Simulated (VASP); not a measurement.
# Te2Mo in VASP: further runs

The runs below take Te2Mo through relaxation of cell and atoms, with PBE+D3(BJ).

Everything below comes from runs of VASP 6.6.1. Logs are shortened: lines on timing, memory, paths and dates and some standing lists are left out, and cuts for length are marked.

## (1) The structure

The cell holds a slab with vacuum, 9 atoms: a = 3.518 Å, b = 3.518 Å, c = 35.579 Å, α = 90.00°, β = 90.00°, γ = 120.00°.

## (2) Relaxation of cell and atoms, PBE+D3(BJ)

INCAR

```
SYSTEM = Te2Mo
ALGO     = Normal         ! electronic algorithm
EDIFF    = 1E-6           ! SCF threshold, eV
EDIFFG   = -0.01          ! ionic threshold
ENCUT    = 600            ! plane-wave cutoff, eV
GGA      = PE             ! functional
IBRION   = 2              ! ionic algorithm
ISIF     = 3              ! what is computed and relaxed
ISMEAR   = 0              ! smearing method
IVDW     = 12             ! dispersion correction
KPAR     = 4            
LASPH    = .TRUE.         ! aspherical terms in the spheres
LATTICE_CONSTRAINTS= .TRUE. .TRUE. .FALSE.
LCHARG   = .FALSE.        ! write CHGCAR
LREAL    = .FALSE.        ! projectors in reciprocal space
LWAVE    = .FALSE.        ! write WAVECAR
NELM     = 80             ! most SCF steps
NSW      = 90             ! ionic steps
PREC     = Accurate       ! precision mode
SIGMA    = 0.03           ! smearing width, eV
```

KPOINTS

```
k-points
0
G
  12 12 1
  0 0 0
```

POSCAR

```
Te2Mo
1.0
    3.5182000000      0.0000000000      0.0000000000
   -1.7591000000      3.0468505800      0.0000000000
    0.0000000000      0.0000000000     35.5787888000
Te Mo
6 3
Direct
    0.3333333300      0.6666666700      0.2529597100
    0.3333333300      0.6666666700      0.3542894300
    0.6666666700      0.3333333300      0.4493351400
    0.6666666700      0.3333333300      0.5506648600
    0.3333333300      0.6666666700      0.6457105700
    0.3333333300      0.6666666700      0.7470402900
    0.6666666700      0.3333333300      0.3036245700
    0.3333333300      0.6666666700      0.5000000000
    0.6666666700      0.3333333300      0.6963754300
```

Potentials or basis: VASP PAW PBE potentials, release 64 (Te, Mo_sv).

Command:

```bash
cat potpaw_PBE.64/Te/POTCAR potpaw_PBE.64/Mo_sv/POTCAR > POTCAR
mpirun -np 4 vasp_std > vasp.out
```

OUTCAR:

```text
SYSTEM = Te2Mo
   EDIFF = 1E-6
   EDIFFG = -0.01
   ENCUT = 600
   GGA = PE
   IBRION = 2
   ISIF = 3
   ISMEAR = 0
   IVDW = 12
   LASPH = .TRUE.
   LREAL = .FALSE.
   NELM = 80
   NSW = 90
   PREC = Accurate
 IVDW          = 12

 ion  position               nearest neighbor table
   1  0.333  0.667  0.253-   7 2.72   7 2.72   7 2.72   2 3.61
   2  0.333  0.667  0.354-   7 2.72   7 2.72   7 2.72   1 3.61
   3  0.667  0.333  0.449-   8 2.72   8 2.72   8 2.72   4 3.61
   4  0.667  0.333  0.551-   8 2.72   8 2.72   8 2.72   3 3.61
   5  0.333  0.667  0.646-   9 2.72   9 2.72   9 2.72   6 3.61
   6  0.333  0.667  0.747-   9 2.72   9 2.72   9 2.72   5 3.61
   7  0.667  0.333  0.304-   1 2.72   2 2.72   1 2.72   2 2.72   1 2.72   2 2.72
   8  0.333  0.667  0.500-   3 2.72   4 2.72   3 2.72   4 2.72   3 2.72   4 2.72
   9  0.667  0.333  0.696-   6 2.72   5 2.72   6 2.72   5 2.72   6 2.72   5 2.72

  LATTYP: Found a hexagonal cell.
 ALAT       =     3.5182000000
 C/A-ratio  =    10.1127817634

  Lattice vectors:

 A1 = (   3.5182000000,   0.0000000000,   0.0000000000)
 A2 = (  -1.7591000000,   3.0468505800,   0.0000000000)
 A3 = (   0.0000000000,   0.0000000000,  35.5787888000)

Analysis of symmetry for initial positions (statically):
=====================================================================
 Subroutine PRICEL returns:
 Original cell was already a primitive cell.

 Routine SETGRP: Setting up the symmetry group for a
 hexagonal supercell.

 Subroutine GETGRP returns: Found 12 space group operations
 (whereof 12 operations were pure point group operations)
 out of a pool of 24 trial point group operations.

The static configuration has the point symmetry D_3h.

Analysis of symmetry for dynamics (positions and initial velocities):
=====================================================================
 Subroutine PRICEL returns:
 Original cell was already a primitive cell.

 Routine SETGRP: Setting up the symmetry group for a
 hexagonal supercell.

 Subroutine GETGRP returns: Found 12 space group operations
 (whereof 12 operations were pure point group operations)
 out of a pool of 24 trial point group operations.

The dynamic configuration has the point symmetry D_3h.

 Subroutine INISYM returns: Found 12 space group operations
 (whereof 12 operations are pure point group operations),
 and found     1 'primitive' translations

----------------------------------------------------------------------------------------

                                     Primitive cell

  volume of cell :     381.3843

  direct lattice vectors                    reciprocal lattice vectors
     3.518200000  0.000000000  0.000000000     0.284236257  0.164103879  0.000000000
    -1.759100000  3.046850580  0.000000000     0.000000000  0.328207759  0.000000000
     0.000000000  0.000000000 35.578788800     0.000000000  0.000000000  0.028106634

  length of vectors
     3.518200000  3.518200004 35.578788800     0.328207759  0.328207759  0.028106634

  position of ions in fractional coordinates (direct lattice)
     0.333333330  0.666666670  0.252959710
     0.333333330  0.666666670  0.354289430
     0.666666670  0.333333330  0.449335140
     0.666666670  0.333333330  0.550664860
     0.333333330  0.666666670  0.645710570
     0.333333330  0.666666670  0.747040290
     0.666666670  0.333333330  0.303624570
     0.333333330  0.666666670  0.500000000
     0.666666670  0.333333330  0.696375430

  ion indices of the primitive-cell ions
   primitive index   ion index
                 1           1
                 2           2
                 3           3
                 4           4
                 5           5
                 6           6
                 7           7
                 8           8
                 9           9

----------------------------------------------------------------------------------------

 KPOINTS: k-points

Automatic generation of k-mesh.
 Grid dimensions read from file:
 generate k-points for:   12   12    1

 Generating k-lattice:

  Cartesian coordinates                     Fractional coordinates (reciprocal lattice)
     0.023686355  0.013675323  0.000000000     0.083333333  0.000000000  0.000000000
     0.000000000  0.027350647  0.000000000     0.000000000  0.083333333  0.000000000
     0.000000000  0.000000000  0.028106634     0.000000000  0.000000000  1.000000000

  Length of vectors
     0.027350647  0.027350647  0.028106634

  Shift w.r.t. Gamma in fractional coordinates (k-lattice)
     0.000000000  0.000000000  0.000000000

 Subroutine IBZKPT returns following result:
 ===========================================

 Found     19 irreducible k-points:

 Following reciprocal coordinates:
            Coordinates               Weight
  0.000000  0.000000  0.000000      1.000000
  0.083333  0.000000  0.000000      6.000000
  0.166667  0.000000  0.000000      6.000000
  0.250000 -0.000000  0.000000      6.000000
  0.333333 -0.000000  0.000000      6.000000
  0.416667  0.000000  0.000000      6.000000
[... 11 lines left out ...]
  0.333333  0.250000  0.000000     12.000000
  0.333333  0.333333  0.000000      2.000000
   k-points           NKPTS =     19   k-points in BZ     NKDIM =     19   number of bands    NBANDS=     46
   number of dos      NEDOS =    301   number of ions     NIONS =      9
   total plane-waves  NPLWV = 225792
   dimension x,y,z NGX =    28 NGY =   28 NGZ =  288
   dimension x,y,z NGXF=    56 NGYF=   56 NGZF=  576
   ions per type =               6   3
   NGX,Y,Z   is equivalent  to a cutoff of  13.23, 13.23, 13.46 a.u.
   NGXF,Y,Z  is equivalent  to a cutoff of  26.46, 26.46, 26.91 a.u.
 SYSTEM =  Te2Mo
   PREC   = accura    normal or accurate (medium, high low for compatibility)
   ISTART =      0    job   : 0-new  1-cont  2-samecut
   ICHARG =      2    charge: 1-file 2-atom 10-const
   ISPIN  =      1    spin polarized calculation?
   LNONCOLLINEAR =      F non collinear calculations
   LSORBIT =      F    spin-orbit coupling
   LASPH  =      T    aspherical Exc in radial PAW
   ENCUT  =  600.0 eV  44.10 Ry    6.64 a.u.   7.03  7.03 71.06*2*pi/ulx,y,z
   NELM   =     80;   NELMIN=  2; NELMDL= -5     # of ELM steps
   EDIFF  = 0.1E-05   stopping-criterion for ELM
   LREAL  =      F    real-space projection
   EDIFFG = -.1E-01   stopping-criterion for IOM
   NSW    =     90    number of steps for IOM
   IBRION =      2    ionic relax: 0-MD 1-quasi-New 2-CG
   NFREE  =      1    steps in history (QN), initial steepest desc. (CG)
   ISIF   =      3    stress and relaxation
   ISYM   =      2    0-nonsym 1-usesym 2-fastsym
   POTIM  = 0.5000    time-step for ionic-motion
   TEBEG  =    0.0;   TEEND  =   0.0 temperature during run
   PSTRESS=    0.0 pullay stress
   NELECT =      78.0000    total number of electrons
   NUPDOWN=      -1.0000    fix difference up-down
   EMIN   =  10.00;   EMAX   =-10.00  energy-range for DOS
   EFERMI =   0.00;   METHOD = LEGACY
   ISMEAR =     0;   SIGMA  =   0.03  broadening in eV -4-tet -1-fermi 0-gaus
   EFERMI_NEDOS =   21; number of points for ismear=-14 and -15
   IALGO  =     38    algorithm
   IMIX   =      4    mixing-type and parameters
     AMIX     =   0.40;   BMIX     =  1.00
     AMIX_MAG =   1.60;   BMIX_MAG =  1.00
  volume/ion in A,a.u.               =      42.38       285.97
  Fermi-wavevector in a.u.,A,eV,Ry     =   0.964537  1.822710 12.657922  0.930331
  Thomas-Fermi vector in A             =   2.094176
   LORBIT       =      0    0 simple, 1 ext, 2 COOP (PROOUT), +10 PAW based schemes
   GGA     = PE    functional components
   LHFCALC =     F    Hartree Fock is set to
   AEXX    =    0.0000 exact exchange contribution
   IVDW    =    12    specifies the selected vdW correction
   LEPSILON=     F    determine dielectric tensor
   LRPA    =     F    only Hartree local field effects (RPA)
 conjugate gradient relaxation of ions
 non-spin polarized calculation
 Gauss-broadening in eV      SIGMA  =   0.03
  energy-cutoff  :      600.00
  volume of cell :      381.38
 maximum number of plane-waves:     12783
   NGX = 15   NGY = 15   NGZ =143

--------------------------------------- Ionic step        1  -------------------------------------------

 number of electron      78.0000000 magnetization

 Free energy of the ion-electron system (eV)
  ---------------------------------------------------
  ext. energy  EPLUGINS =         0.00000000
  ---------------------------------------------------
  free energy    TOTEN  =       -53.99972089 eV

  energy without entropy =      -53.99972089  energy(sigma->0) =      -53.99972089

------------------------ aborting loop because EDIFF is reached ----------------------------------------

 Edisp (eV)   -4.40199

 E8    (eV) :    -2.0659

  FORCE on cell =-STRESS in cart. coord.  units (eV):
  Direction    XX          YY          ZZ          XY          YZ          ZX
  --------------------------------------------------------------------------------------
  -------------------------------------------------------------------------------------
  Total      -0.86960    -0.86960     0.47018    -0.00000     0.00000     0.00000
  in kB      -3.65313    -3.65313     1.97519    -0.00000     0.00000     0.00000
  external pressure =       -1.78 kB  Pullay stress =        0.00 kB
[... 118 lines left out ...]
  FREE ENERGIE OF THE ION-ELECTRON SYSTEM (eV)
  ---------------------------------------------------
  free  energy   TOTEN  =       -58.4152776866 eV

  energy  without entropy=      -58.4152776866  energy(sigma->0) =      -58.41527769

[... ionic steps 4 to 26 ...]

--------------------------------------- Ionic step       27  -------------------------------------------

 number of electron      78.0000000 magnetization

------------------------ aborting loop because EDIFF is reached ----------------------------------------

 Edisp (eV)   -4.51262

 E8    (eV) :    -2.1164
[... 83 lines left out ...]
  energy  without entropy=      -58.4284117872  energy(sigma->0) =      -58.42841179

--------------------------------------- Ionic step       29  -------------------------------------------

 number of electron      78.0000000 magnetization

 Free energy of the ion-electron system (eV)
  ---------------------------------------------------
  ext. energy  EPLUGINS =         0.00000000
  ---------------------------------------------------
  free energy    TOTEN  =       -53.91560435 eV

  energy without entropy =      -53.91560435  energy(sigma->0) =      -53.91560435

 E-fermi :   3.3181     XC(G=0):  -6.4790

 val. band max:        3.0108539113   @ k =   0.0000   0.0000   0.0000
 cond. band min:       3.7779071272   @ k =   0.2500   0.1667   0.0000
 fundamental gap:      0.7670532158
 Fermi energy:         3.3180911344

 k-point     1 :       0.0000    0.0000    0.0000
  band No.  band energies     occupation
      1     -57.8308      2.00000
      2     -57.8290      2.00000
      3     -57.8290      2.00000
      4     -32.0076      2.00000
      5     -32.0076      2.00000
      6     -32.0072      2.00000
[... 960 lines left out ...]
  FREE ENERGIE OF THE ION-ELECTRON SYSTEM (eV)
  ---------------------------------------------------
  free  energy   TOTEN  =       -58.4284214200 eV

  energy  without entropy=      -58.4284214200  energy(sigma->0) =      -58.42842142

 reached required accuracy - stopping structural energy minimisation
```

Run time: 29 min. Hardware: 4 MPI ranks of Intel Xeon 6975P-C (Granite Rapids), shared host; peak memory 0.8 GiB.

Results:

```yaml
Free_energy: -58.4284 eV
Relaxed_volume: 41.89 Å³/atom
Relaxed_cell: a = 3.498 Å, b = 3.498 Å, c = 35.579 Å, α = 90.00°, β = 90.00°, γ = 120.00°
Space_group_after_relaxing_to_0.05_Å: P-6m2 (No. 187)
Energy_gained_by_relaxing: 3.0 meV/atom
Ionic_steps: 29
Largest_force_after_relaxing: 0.009 eV/Å
Band_gap_on_the_k_mesh: 0.77 eV, indirect (least direct gap 1.12 eV)
Dispersion_energy_per_atom: -0.501 eV
```

Forces on the atoms (eV/Å):
```
Te   0.000  0.000  0.003
Te   0.000  0.000  0.004
Te   0.000  0.000  0.003
Te   0.000  0.000 -0.003
Te   0.000  0.000 -0.004
Te   0.000  0.000 -0.003
Mo   0.000  0.000 -0.009
Mo   0.000  0.000  0.000
Mo   0.000  0.000  0.009
```

Step by step:
```tsv
step	energy change (eV)	largest force (eV/Å)	pressure (GPa)	volume (Å³)
1	0.0000	0.2043	-0.18	381.38
2	-0.0115	0.1547	0.05	377.84
3	-0.0136	0.1229	0.19	375.54
4	-0.0163	0.0813	-0.31	376.26
5	-0.0169	0.0287	-0.15	376.04
6	-0.0169	0.0282	-0.16	376.05
7	-0.0171	0.0292	-0.15	376.07
8	-0.0175	0.0478	-0.15	376.12
9	-0.0180	0.0849	-0.14	376.23
10	-0.0181	0.1017	-0.14	376.28
11	-0.0181	0.1016	-0.13	376.28
12	-0.0182	0.1002	-0.13	376.29
13	-0.0185	0.0976	-0.13	376.31
14	-0.0189	0.0925	-0.13	376.35
15	-0.0198	0.0857	-0.12	376.43
16	-0.0210	0.1143	-0.10	376.60
17	-0.0219	0.1714	-0.05	376.93
18	-0.0228	0.1549	-0.05	376.99
19	-0.0250	0.1063	-0.05	377.17
20	-0.0265	0.0200	-0.04	377.53
21	-0.0265	0.0252	-0.04	377.49
22	-0.0267	0.0229	0.01	377.09
23	-0.0267	0.0234	0.00	377.05
24	-0.0267	0.0234	0.03	376.96
25	-0.0267	0.0233	0.04	377.01
26	-0.0267	0.0232	0.03	377.03
27	-0.0267	0.0234	0.02	377.04
28	-0.0267	0.0109	0.00	377.01
29	-0.0267	0.0090	-0.02	376.97
```

Final structure:
```xyz
9
Lattice="3.4978 0.0000 0.0000 -1.7489 3.0292 0.0000 0.0000 0.0000 35.5788" Properties=species:S:1:pos:R:3 pbc="T T T"
Te    0.0000    2.0195    9.1235
Te    0.0000    2.0195   12.7615
Te    1.7489    1.0097   15.9716
Te    1.7489    1.0097   19.6072
Te    0.0000    2.0195   22.8173
Te    0.0000    2.0195   26.4553
Mo    1.7489    1.0097   10.9418
Mo    0.0000    2.0195   17.7894
Mo    1.7489    1.0097   24.6369
```

Levels at points of the mesh, in eV from the valence-band top:
```
           k point  band 37  band 38  band 39  band 40  band 41  band 42
(0.00, 0.00, 0.00)    -0.98    -0.07     0.00     2.90     2.90     2.96
(0.50, 0.00, 0.00)    -0.58    -0.42    -0.29     1.28     1.31     1.34
```

Caveat: spin-orbit coupling is left out, which moves the levels of the heavy elements. PBE gaps usually lie below the measured ones, often by a third to a half.

(Part 1 of 2 ends here.)
